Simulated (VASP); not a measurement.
# K (Im-3m) in VASP: further runs, part 2 of 3

VASP 6.6.1. The steps go on from the part before.

### Step 3. Elastic constants, PBEsol

This run uses another cell than the first one: it holds 1 atom, not 27.

The input, POSCAR:

```
K
1.0
   -2.6086526013      2.6086526013      2.6086526013
    2.6086526013     -2.6086526013      2.6086526013
    2.6086526013      2.6086526013     -2.6086526013
  K
     1
Direct
     0.0000000000000000    0.0000000000000000    0.0000000000000000
```

The input, INCAR.step1:

```
  ALGO = Fast
  EDIFF = 1E-8
  EDIFFG = -0.002
  ENCUT = 600
  GGA = PS
  IBRION = 2
  ISIF = 3
  ISMEAR = 1
  KPAR = 2
  LASPH = True
  LCHARG = False
  LREAL = False
  LWAVE = False
  NELM = 80
  NSW = 40
  PREC = Accurate
  SIGMA = 0.2
```

The input, INCAR.step2:

```
  ALGO = Fast
  EDIFF = 1E-8
  ENCUT = 600
  GGA = PS
  IBRION = 6
  ISIF = 3
  ISMEAR = 1
  KPAR = 2
  LASPH = True
  LCHARG = False
  LREAL = False
  LWAVE = False
  NELM = 80
  NFREE = 2
  NSW = 1
  POTIM = 0.015
  PREC = Accurate
  SIGMA = 0.2
```

The input, KPOINTS:

```
k-points
0
Gamma
  18 18 18
```

Potentials or basis: VASP PAW PBE potentials, release 64 (K_sv).

Run with:

```console
$ cat potpaw_PBE.64/K_sv/POTCAR > POTCAR
$ cp INCAR.step1 INCAR
$ mpirun -np 2 vasp_std > vasp.out
$ cp CONTCAR POSCAR
$ cp INCAR.step2 INCAR
$ mpirun -np 2 vasp_std > vasp.out
```

OUTCAR:

```text
EDIFF = 1E-8
   ENCUT = 600
   GGA = PS
   IBRION = 6
   ISIF = 3
   ISMEAR = 1
   LASPH = True
   LREAL = False
   NELM = 80
   NFREE = 2
   NSW = 1
   POTIM = 0.015
   PREC = Accurate

 ion  position               nearest neighbor table
   1  0.000  0.000  0.000-

  LATTYP: Found a body centered cubic cell.
 ALAT       =     5.2147683548

  Lattice vectors:

 A1 = (  -2.6073841774,   2.6073841774,   2.6073841774)
 A2 = (   2.6073841774,  -2.6073841774,   2.6073841774)
 A3 = (   2.6073841774,   2.6073841774,  -2.6073841774)

Analysis of symmetry for initial positions (statically):
=====================================================================
 Subroutine PRICEL returns:
 Original cell was already a primitive cell.

 Routine SETGRP: Setting up the symmetry group for a
 body centered cubic supercell.

 Subroutine GETGRP returns: Found 48 space group operations
 (whereof 48 operations were pure point group operations)
 out of a pool of 48 trial point group operations.

The static configuration has the point symmetry O_h .

Analysis of symmetry for dynamics (positions and initial velocities):
=====================================================================
 Subroutine PRICEL returns:
 Original cell was already a primitive cell.

 Routine SETGRP: Setting up the symmetry group for a
 body centered cubic supercell.

 Subroutine GETGRP returns: Found 48 space group operations
 (whereof 48 operations were pure point group operations)
 out of a pool of 48 trial point group operations.

The dynamic configuration has the point symmetry O_h .

 Subroutine INISYM returns: Found 48 space group operations
 (whereof 48 operations are pure point group operations),
 and found     1 'primitive' translations

----------------------------------------------------------------------------------------

                                     Primitive cell

  volume of cell :      70.9047

  direct lattice vectors                    reciprocal lattice vectors
    -2.607384177  2.607384177  2.607384177     0.000000000  0.191763072  0.191763072
     2.607384177 -2.607384177  2.607384177     0.191763072  0.000000000  0.191763072
     2.607384177  2.607384177 -2.607384177     0.191763072  0.191763072  0.000000000

  length of vectors
     4.516121870  4.516121870  4.516121870     0.271193937  0.271193937  0.271193937

  position of ions in fractional coordinates (direct lattice)
     0.000000000  0.000000000  0.000000000

  ion indices of the primitive-cell ions
   primitive index   ion index
                 1           1

----------------------------------------------------------------------------------------

 KPOINTS: k-points

[... 215 lines left out ...]
  FREE ENERGIE OF THE ION-ELECTRON SYSTEM (eV)
  ---------------------------------------------------
  free  energy   TOTEN  =        -1.1332744248 eV

  energy  without entropy=       -1.1335735914  energy(sigma->0) =       -1.13337415

[... ionic steps 4 to 12 ...]

--------------------------------------- Ionic step       13  -------------------------------------------

 number of electron       9.0000000 magnetization

------------------------ aborting loop because EDIFF is reached ----------------------------------------
[... 65 lines left out ...]
--------------------------------------- Ionic step       15  -------------------------------------------

 number of electron       9.0000000 magnetization

 Free energy of the ion-electron system (eV)
  ---------------------------------------------------
  ext. energy  EPLUGINS =         0.00000000
  ---------------------------------------------------
  free energy    TOTEN  =        -1.13347333 eV

  energy without entropy =       -1.13372210  energy(sigma->0) =       -1.13355625

 E-fermi :  -0.0799     XC(G=0):  -5.7885

 val. band max:       -0.1152591318   @ k =   0.2778   0.2222   0.0000
 cond. band min:      -0.0605452906   @ k =  -0.3333   0.3889   0.2222
 fundamental gap:      0.0547138412
 Fermi energy:        -0.0798934263

 k-point     1 :       0.0000    0.0000    0.0000
  band No.  band energies     occupation
      1     -32.0581      2.00000
      2     -15.5655      2.00000
      3     -15.5655      2.00000
      4     -15.5655      2.00000
      5      -2.2989      2.00000
      6       4.2433      0.00000
      7       4.2433      0.00000
      8       4.2433      0.00000
[... 243 lines left out ...]
 k-point    24 :       0.3889    0.1111    0.0000
  band No.  band energies     occupation
      1     -32.0531      2.00000
      2     -15.6386      2.00000
      3     -15.5934      2.00000
      4     -15.5688      2.00000
      5       0.0593      0.08291
      6       1.1004     -0.00000
      7       2.8982     -0.00000
      8       4.6789      0.00000

 [... further k-points ...]
[... 5 lines left out ...]
  --------------------------------------------------------------------------------------
  -------------------------------------------------------------------------------------
  Total       -0.0011723     -0.0011723     -0.0011723      0.0000000      0.0000000      0.0000000
  in kB       -0.0264902     -0.0264902     -0.0264902      0.0000000      0.0000000      0.0000000
  external PRESSURE =      -0.0264902 kB  Pullay stress =       0.0000000 kB
[... 16 lines left out ...]
  FREE ENERGIE OF THE ION-ELECTRON SYSTEM (eV)
  ---------------------------------------------------
  free  energy   TOTEN  =        -1.1334733276 eV

  energy  without entropy=       -1.1337220995  energy(sigma->0) =       -1.13355625

 INTERNAL STRAIN TENSORS FROM STRAINED CELLS
 ============================================

 INTERNAL STRAIN TENSOR FOR ION    1 for displacements in x,y,z  (eV/Angst):
          X           Y           Z          XY          YZ          ZX
  --------------------------------------------------------------------------------
  x    -0.00000     0.00000    -0.00000    -0.00000    -0.00000     0.00000
  y     0.00000     0.00000    -0.00000     0.00000     0.00000     0.00000
  z     0.00000     0.00000    -0.00000    -0.00000     0.00000    -0.00000

 INTERNAL STRAIN TENSORS FROM DISPLACED ATOMS
 ============================================

 INTERNAL STRAIN TENSOR FOR ION    1 for displacements in x,y,z  (eV/Angst):
          X           Y           Z          XY          YZ          ZX
  --------------------------------------------------------------------------------
  x     0.00000     0.00000     0.00000     0.00000     0.00000     0.00000
  y     0.00000     0.00000     0.00000     0.00000     0.00000     0.00000
  z     0.00000     0.00000     0.00000     0.00000     0.00000     0.00000

 Eigenvectors and eigenvalues of the dynamical matrix
 ----------------------------------------------------

   1 f/i=    0.000000 THz     0.000000 2PiTHz    0.000000 cm-1     0.000000 meV
             X         Y         Z           dx          dy          dz
      0.000000  0.000000  0.000000     0.919145    0.393919    0.000000

   2 f/i=    0.000000 THz     0.000000 2PiTHz    0.000000 cm-1     0.000000 meV
             X         Y         Z           dx          dy          dz
      0.000000  0.000000  0.000000     0.393919   -0.919145    0.000000

   3 f/i=    0.000000 THz     0.000000 2PiTHz    0.000000 cm-1     0.000000 meV
             X         Y         Z           dx          dy          dz
      0.000000  0.000000  0.000000     0.000000    0.000000    1.000000

--------------------------------------------------------------------------------------------------------

 ELASTIC MODULI CONTR FROM IONIC RELAXATION (kBar)
 Direction    XX          YY          ZZ          XY          YZ          ZX
 --------------------------------------------------------------------------------
 XX           0.0000      0.0000      0.0000      0.0000      0.0000      0.0000
 YY           0.0000      0.0000      0.0000      0.0000      0.0000      0.0000
 ZZ           0.0000      0.0000      0.0000      0.0000      0.0000      0.0000
 XY           0.0000      0.0000      0.0000      0.0000      0.0000      0.0000
 YZ           0.0000      0.0000      0.0000      0.0000      0.0000      0.0000
 ZX           0.0000      0.0000      0.0000      0.0000      0.0000      0.0000
 --------------------------------------------------------------------------------

 TOTAL ELASTIC MODULI (kBar)
 Direction    XX          YY          ZZ          XY          YZ          ZX
 --------------------------------------------------------------------------------
 XX          41.7062     35.4935     35.4935     -0.0000     -0.0000      0.0000
 YY          35.4935     41.7062     35.4935      0.0000     -0.0000      0.0000
 ZZ          35.4935     35.4935     41.7062     -0.0000      0.0000      0.0000
 XY          -0.0000      0.0000     -0.0000     30.0013      0.0000     -0.0000
 YZ          -0.0000     -0.0000      0.0000      0.0000     30.0013      0.0000
 ZX           0.0000      0.0000      0.0000     -0.0000      0.0000     30.0013
 --------------------------------------------------------------------------------
```

Wall time 56 min (2 MPI ranks of Intel Xeon Platinum 8259CL at 2.50GHz (Skylake/Cascade Lake), shared host); peak memory 1.7 GiB.

Results:

- Relaxed volume: 70.90 Å³/atom
- Relaxed cell: a = 4.516 Å, b = 4.516 Å, c = 4.516 Å, α = 109.47°, β = 109.47°, γ = 109.47°
- Space group after relaxing (to 0.05 Å): Im-3m (No. 229)
- Elastic constants C11, C12, C44: 4, 4, 3 GPa
- Voigt bulk modulus: 4 GPa

Final structure:
```cif
data_structure
_symmetry_space_group_name_H-M 'P 1'
_symmetry_Int_Tables_number 1
_cell_length_a 4.5161
_cell_length_b 4.5161
_cell_length_c 4.5161
_cell_angle_alpha 109.471
_cell_angle_beta 109.471
_cell_angle_gamma 109.471
_cell_volume 70.90
loop_
_atom_site_label
_atom_site_type_symbol
_atom_site_fract_x
_atom_site_fract_y
_atom_site_fract_z
_atom_site_occupancy
K1 K 0.00000 0.00000 0.00000 1
```

Elastic tensor in Voigt notation (GPa, in the Cartesian axes of the cell as first typed):
```
4 4 4 0 0 0
4 4 4 0 0 0
4 4 4 0 0 0
0 0 0 3 0 0
0 0 0 0 3 0
0 0 0 0 0 3
```

Clamped-ion elastic tensor (GPa):
```
4 4 4 0 0 0
4 4 4 0 0 0
4 4 4 0 0 0
0 0 0 3 0 0
0 0 0 0 3 0
0 0 0 0 0 3
```

Caveat: the PAW data sets were made with another functional, which shifts forces and pressure a little.

[end of part 2 of 3]
